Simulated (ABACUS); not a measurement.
# NaF (Villiaumite) (Fm-3m) in ABACUS: further runs

Runs on NaF (Villiaumite). Level: PBE. Tasks: equation of state.

All numbers are computed with ABACUS 3.10.1; they aren't measurements. Logs are shortened: lines on timing, memory, paths and dates and some standing lists are left out, and cuts for length are marked.

**1. Starting point**

Symmetry: Fm-3m, No. 225, cubic system. Conventional cell: a = 4.640 Å, b = 4.640 Å, c = 4.640 Å, α = 90.00°, β = 90.00°, γ = 90.00°. Around Na (site symmetry m-3m) lie 6 F at 2.32 Å. F (site symmetry m-3m) has 6 Na at 2.32 Å as nearest neighbours.

**2. Equation of state, PBE, 11.74 Å³/atom (volume scaled by 0.94)**

INPUT

```
INPUT_PARAMETERS
suffix              NaF
calculation         scf
basis_type          lcao
pseudo_dir          ./
orbital_dir         ./
symmetry            1
dft_functional      pbe
ecutwfc             100
pseudo_rcut         10
nspin               1
nbands              12
ks_solver           genelpa
smearing_method     fd
smearing_sigma      0.00367493
scf_thr             1e-07
scf_nmax            100
mixing_type         broyden
mixing_beta         0.7
cal_force           1
cal_stress          1
out_mul             1
```

STRU

```
ATOMIC_SPECIES
Na 22.9898 Na.upf
F 18.9984 F.upf

NUMERICAL_ORBITAL
Na_confined-atom_9au_3s2p1d.orb
F_confined-atom_6au_2s2p1d.orb

LATTICE_CONSTANT
1.8897261246

LATTICE_VECTORS
0.0000000000 2.2726397722 2.2726397722
2.2726397722 0.0000000000 2.2726397722
2.2726397722 2.2726397722 0.0000000000

ATOMIC_POSITIONS
Direct

Na
0.0
1
0.0000000000 0.0000000000 0.0000000000 1 1 1

F
0.0
1
0.5000000000 0.5000000000 0.5000000000 1 1 1
```

KPT

```
K_POINTS
0
Gamma
10 10 10 0 0 0
```

Potentials or basis: PseudoDojo NC SR 0.4.1 PBE standard, DZP LCAO (the cutoffs set its grid).

Launch:

```sh
OMP_NUM_THREADS=1 mpirun -np 4 abacus > log
```

running log:

```text
ABACUS v3.10.1

               Atomic-orbital Based Ab-initio Computation at UStc

 ------------------------------------------------------------------------------------

 READING GENERAL INFORMATION
                           global_out_dir = OUT.NaF/
                           global_in_card = INPUT
                               pseudo_dir = ./
[... 8 lines left out ...]

 READING ATOM TYPE 1
                               atom label = Na
                      L=0, number of zeta = 3
                      L=1, number of zeta = 2
                      L=2, number of zeta = 1
             number of atom for this type = 1

 READING ATOM TYPE 2
                               atom label = F
                      L=0, number of zeta = 2
                      L=1, number of zeta = 2
                      L=2, number of zeta = 1
             number of atom for this type = 1

                        TOTAL ATOM NUMBER = 2
DIRECT COORDINATES
    atom                   x                   y                   z     mag                  vx                  vy                  vz
taud_Na1            0.0000000000        0.0000000000        0.0000000000  0.0000        0.0000000000        0.0000000000        0.0000000000
taud_F1            0.5000000000        0.5000000000        0.5000000000  0.0000        0.0000000000        0.0000000000        0.0000000000

                          Volume (Bohr^3) = 158.423
                             Volume (A^3) = 23.4758

 Lattice vectors: (Cartesian coordinate: in unit of a_0)
                   +0            +2.27264            +2.27264
             +2.27264                  +0            +2.27264
             +2.27264            +2.27264                  +0
 Reciprocal vectors: (Cartesian coordinate: in unit of 2 pi/a_0)
            -0.220008           +0.220008           +0.220008
            +0.220008           -0.220008           +0.220008
            +0.220008           +0.220008           -0.220008
 The esolver type has been set to : ksdft_lcao

                PAO radial cut off (Bohr) = 10

 Read in pseudopotential file is Na.upf
                     pseudopotential type = NC
          exchange-correlation functional = PBE
                 nonlocal core correction = 0
                        valence electrons = 9
                                     lmax = 1
                           number of zeta = 3
                     number of projectors = 4
                           L of projector = 0
                           L of projector = 0
                           L of projector = 1
                           L of projector = 1
                PAO radial cut off (Bohr) = 10

 Read in pseudopotential file is F.upf
                     pseudopotential type = NC
          exchange-correlation functional = PBE
                 nonlocal core correction = 1
[... 189 lines left out ...]

 SETUP EXTENDED REAL SPACE GRID FOR GRID INTEGRATION
                          real space grid = [ 40, 40, 40 ]
                 big cell numbers in grid = [ 8, 8, 8 ]
             meshcell numbers in big cell = [ 5, 5, 5 ]
                        extended fft grid = [ 15, 15, 15 ]
                dimension of extened grid = [ 39, 39, 39 ]
                            UnitCellTotal = 125
              Atom number in sub-FFT-grid = 2
    Local orbitals number in sub-FFT-grid = 27
                                ParaV.nnr = 29008
                                 init_chg = atomic

 LCAO ALGORITHM --------------- ION=   1  ELEC=   1--------------------------------

 Density error is 0.0740660059398
----------------------------------------------------------
     Energy           Rydberg                 eV
----------------------------------------------------------
 E_KohnSham     -140.8858208553      -1916.8499310397
 E_Harris       -139.1093765337      -1892.6801660860
 E_Fermi        0.2306607563         3.1383005912
----------------------------------------------------------
[... 69 lines left out ...]
 Density error is 8.95083175804e-08
----------------------------------------------------------
     Energy           Rydberg                 eV
----------------------------------------------------------
 E_KohnSham     -140.9601757159      -1917.8615808178
 E_KS(sigma->0) -140.9601757159      -1917.8615808178
 E_Harris       -140.9601747576      -1917.8615677795
 E_band         -16.6481408327       -226.5095764307
 E_one_elec     -74.9701118681       -1020.0207011036
 E_Hartree      44.4179227510        604.3368427369
 E_xc           -25.0301847892       -340.5531351255
 E_Ewald        -85.3778018096       -1161.6245873256
 E_entropy(-TS) -0.0000000000        -0.0000000000
 E_descf        0.0000000000         0.0000000000
 E_exx          0.0000000000         0.0000000000
 E_Fermi        0.2324566246         3.1627346318
----------------------------------------------------------

 charge density convergence is achieved
 final etot is -1917.8615808 eV
 EFERMI = 3.1627346318 eV

 STATE ENERGY(eV) AND OCCUPATIONS    NSPIN == 1
 1/47 kpoint (Cartesian) = 0.0000 0.0000 0.0000 (669 pws)
       1       -45.5497     0.00200000
       2       -17.7596     0.00200000
       3       -17.4331     0.00200000
       4       -17.4331     0.00200000
       5       -17.4331     0.00200000
       6        1.44685     0.00200000
       7        1.44685     0.00200000
       8        1.44685     0.00200000
       9        8.08253    3.70045e-46
      10        24.3383        0.00000
      11        24.3383        0.00000
      12        24.3383        0.00000
[... 57 lines left out ...]
 6/47 kpoint (Cartesian) = 0.11000 0.11000 0.11000 (678 pws)
       1       -45.5325     0.00800000
       2       -18.4409     0.00800000
       3       -17.4473     0.00800000
       4       -17.4473     0.00800000
       5       -16.5966     0.00800000
       6      -0.276839     0.00800000
       7        1.16032     0.00800000
       8        1.16032     0.00800000
       9        12.5964    9.19049e-85
      10        14.7362        0.00000
      11        22.4915        0.00000
      12        22.4915        0.00000

[... levels at 41 further k points ...]

 correction force for each atom along direction 1 is 2.06439e-14
 correction force for each atom along direction 2 is 1.15020e-14
 correction force for each atom along direction 3 is 3.92339e-14
------------------------------------------------------------------------------------------
 TOTAL-FORCE (eV/Angstrom)
------------------------------------------------------------------------------------------
                       Na1         0.0000000000         0.0000000000         0.0000000000
                        F1         0.0000000000         0.0000000000         0.0000000000
------------------------------------------------------------------------------------------

----------------------------------------------------------------
 TOTAL-STRESS (KBAR)
----------------------------------------------------------------
        57.7702323657        -0.0000000000        -0.0000000000
        -0.0000000000        57.7702323657        -0.0000000000
        -0.0000000000        -0.0000000000        57.7702323657
----------------------------------------------------------------
 TOTAL-PRESSURE: 57.770232 KBAR

 --------------------------------------------
 !FINAL_ETOT_IS -1917.8615808178255975 eV
 --------------------------------------------
```

Wall time 5.3 s (4 MPI ranks of Intel Xeon at 2.60GHz (Ice Lake), shared host); peak memory 0.4 GiB.

What came out:

* Free energy: -1917.8616 eV
* Pressure: 5.8 GPa
* Band gap on the k mesh: 6.64 eV, direct
* Mulliken charges: Na +0.76; F -0.76 e

Caveat: the atomic orbitals were generated for these runs and aren't a published set; Mulliken charges move with the basis; the basis of atomic orbitals isn't converged, which shifts pressures, moduli and gaps.

**3. Equation of state, PBE, 11.99 Å³/atom (volume scaled by 0.96)**

INPUT is that of step 2.

STRU, as its differences from that of step 2:

```diff
@@ -12,5 +12,5 @@
 LATTICE_VECTORS
-0.0000000000 2.2726397722 2.2726397722
-2.2726397722 0.0000000000 2.2726397722
-2.2726397722 2.2726397722 0.0000000000
+0.0000000000 2.2886448050 2.2886448050
+2.2886448050 0.0000000000 2.2886448050
+2.2886448050 2.2886448050 0.0000000000
```

KPT is that of step 2.

Potentials or basis: PseudoDojo NC SR 0.4.1 PBE standard, DZP LCAO (the cutoffs set its grid).

Launch:

```sh
OMP_NUM_THREADS=1 mpirun -np 4 abacus > log
```

It took 5.4 s on 4 MPI ranks of Intel Xeon at 2.60GHz (Ice Lake), shared host; peak memory 0.4 GiB.

Results (log left out):

```
Free energy            : -1917.8775 eV
Pressure               : 4.4 GPa
Band gap on the k mesh : 6.51 eV, direct
Mulliken charges       : Na +0.76; F -0.76 e
```

Caveat: the atomic orbitals were generated for these runs and aren't a published set; Mulliken charges move with the basis; the basis of atomic orbitals isn't converged, which shifts pressures, moduli and gaps.

**4. Equation of state, PBE, 12.24 Å³/atom (volume scaled by 0.98)**

INPUT is that of step 3.

STRU, as its differences from that of step 3:

```diff
@@ -12,5 +12,5 @@
 LATTICE_VECTORS
-0.0000000000 2.2886448050 2.2886448050
-2.2886448050 0.0000000000 2.2886448050
-2.2886448050 2.2886448050 0.0000000000
+0.0000000000 2.3044290610 2.3044290610
+2.3044290610 0.0000000000 2.3044290610
+2.3044290610 2.3044290610 0.0000000000
```

KPT is that of step 3.

Launch:

```sh
OMP_NUM_THREADS=1 mpirun -np 4 abacus > log
```

It took 5.7 s on 4 MPI ranks of Intel Xeon at 2.60GHz (Ice Lake), shared host; peak memory 0.4 GiB.

The run converged. Its results:

```yaml
Free_energy: -1917.8890 eV
Pressure: 3.1 GPa
Band_gap_on_the_k_mesh: 6.39 eV, direct
Mulliken_charges: Na +0.75; F -0.75 e
```

Caveat: the atomic orbitals were generated for these runs and aren't a published set; Mulliken charges move with the basis; the basis of atomic orbitals isn't converged, which shifts pressures, moduli and gaps.

**5. Equation of state, PBE, 12.49 Å³/atom**

INPUT is that of step 4.

STRU, as its differences from that of step 4:

```diff
@@ -12,5 +12,5 @@
 LATTICE_VECTORS
-0.0000000000 2.3044290610 2.3044290610
-2.3044290610 0.0000000000 2.3044290610
-2.3044290610 2.3044290610 0.0000000000
+0.0000000000 2.3200000000 2.3200000000
+2.3200000000 0.0000000000 2.3200000000
+2.3200000000 2.3200000000 0.0000000000
```

KPT is that of step 4.

Launch:

```sh
OMP_NUM_THREADS=1 mpirun -np 4 abacus > log
```

Run time: 5.8 s. Hardware: 4 MPI ranks of Intel Xeon at 2.60GHz (Ice Lake), shared host; peak memory 0.4 GiB.

It converged, with:

- Free energy: -1917.8967 eV
- Pressure: 1.9 GPa
- Band gap on the k mesh: 6.27 eV, direct
- Mulliken charges: Na +0.75; F -0.75 e

Caveat: the atomic orbitals were generated for these runs and aren't a published set; Mulliken charges move with the basis; the basis of atomic orbitals isn't converged, which shifts pressures, moduli and gaps.

**6. Equation of state, PBE, 12.74 Å³/atom (volume scaled by 1.02)**

INPUT is that of step 5.

STRU, as its differences from that of step 5:

```diff
@@ -12,5 +12,5 @@
 LATTICE_VECTORS
-0.0000000000 2.3200000000 2.3200000000
-2.3200000000 0.0000000000 2.3200000000
-2.3200000000 2.3200000000 0.0000000000
+0.0000000000 2.3353646862 2.3353646862
+2.3353646862 0.0000000000 2.3353646862
+2.3353646862 2.3353646862 0.0000000000
```

KPT is that of step 5.

Potentials or basis: PseudoDojo NC SR 0.4.1 PBE standard, DZP LCAO (the cutoffs set its grid).

Launch:

```sh
OMP_NUM_THREADS=1 mpirun -np 4 abacus > log
```

Run time: 5.9 s. Hardware: 4 MPI ranks of Intel Xeon at 2.60GHz (Ice Lake), shared host; peak memory 0.4 GiB.

The run converged. Its results:

| Item | Value |
| --- | --- |
| Free energy | -1917.9012 eV |
| Pressure | 0.9 GPa |
| Band gap on the k mesh | 6.16 eV, direct |
| Mulliken charges | Na +0.75; F -0.75 e |

Caveat: the atomic orbitals were generated for these runs and aren't a published set; Mulliken charges move with the basis; the basis of atomic orbitals isn't converged, which shifts pressures, moduli and gaps.

**7. Equation of state, PBE, 12.99 Å³/atom (volume scaled by 1.04)**

INPUT is that of step 6.

STRU, as its differences from that of step 6:

```diff
@@ -12,5 +12,5 @@
 LATTICE_VECTORS
-0.0000000000 2.3353646862 2.3353646862
-2.3353646862 0.0000000000 2.3353646862
-2.3353646862 2.3353646862 0.0000000000
+0.0000000000 2.3505298169 2.3505298169
+2.3505298169 0.0000000000 2.3505298169
+2.3505298169 2.3505298169 0.0000000000
```

KPT is that of step 6.

Launch:

```sh
OMP_NUM_THREADS=1 mpirun -np 4 abacus > log
```

Run time: 5.5 s. Hardware: 4 MPI ranks of Intel Xeon at 2.60GHz (Ice Lake), shared host; peak memory 0.4 GiB.

It converged, with:

```yaml
Free_energy: -1917.9024 eV
Pressure: 0.0 GPa
Band_gap_on_the_k_mesh: 6.06 eV, direct
Mulliken_charges: Na +0.75; F -0.75 e
```

Caveat: the atomic orbitals were generated for these runs and aren't a published set; Mulliken charges move with the basis; the basis of atomic orbitals isn't converged, which shifts pressures, moduli and gaps.

**8. Equation of state, PBE, 13.24 Å³/atom (volume scaled by 1.06)**

INPUT is that of step 7.

STRU, as its differences from that of step 7:

```diff
@@ -12,5 +12,5 @@
 LATTICE_VECTORS
-0.0000000000 2.3505298169 2.3505298169
-2.3505298169 0.0000000000 2.3505298169
-2.3505298169 2.3505298169 0.0000000000
+0.0000000000 2.3655017480 2.3655017480
+2.3655017480 0.0000000000 2.3655017480
+2.3655017480 2.3655017480 0.0000000000
```

KPT is that of step 7.

Launch:

```sh
OMP_NUM_THREADS=1 mpirun -np 4 abacus > log
```

Wall time 7.8 s (4 MPI ranks of Intel Xeon at 2.60GHz (Ice Lake), shared host); peak memory 0.4 GiB.

The run converged. Its results:

```yaml
Free_energy: -1917.9009 eV
Pressure: -0.9 GPa
Band_gap_on_the_k_mesh: 5.96 eV, direct
Mulliken_charges: Na +0.75; F -0.75 e
```

Caveat: the atomic orbitals were generated for these runs and aren't a published set; Mulliken charges move with the basis; the basis of atomic orbitals isn't converged, which shifts pressures, moduli and gaps.

**9. Equation of state, PBE**

Potentials or basis: PseudoDojo NC SR 0.4.1 PBE standard, DZP LCAO (the cutoffs set its grid).

No new run: the results of the series are fitted here.

What came out:

```
Equilibrium volume                      : 12.97 Å³/atom
Bulk modulus                            : 46 GPa
Pressure derivative of the bulk modulus : 4.6 (rough: it moves with the points fitted)
```

Energy against volume, from the lowest point:
```csv
volume (Å³/atom),energy (meV/atom)
11.738,20.40
11.988,12.44
12.237,6.71
12.487,2.84
12.737,0.59
12.987,0.00
13.236,0.72
```

Caveat: the atomic orbitals were generated for these runs and aren't a published set; the basis of atomic orbitals isn't converged, which shifts pressures, moduli and gaps.
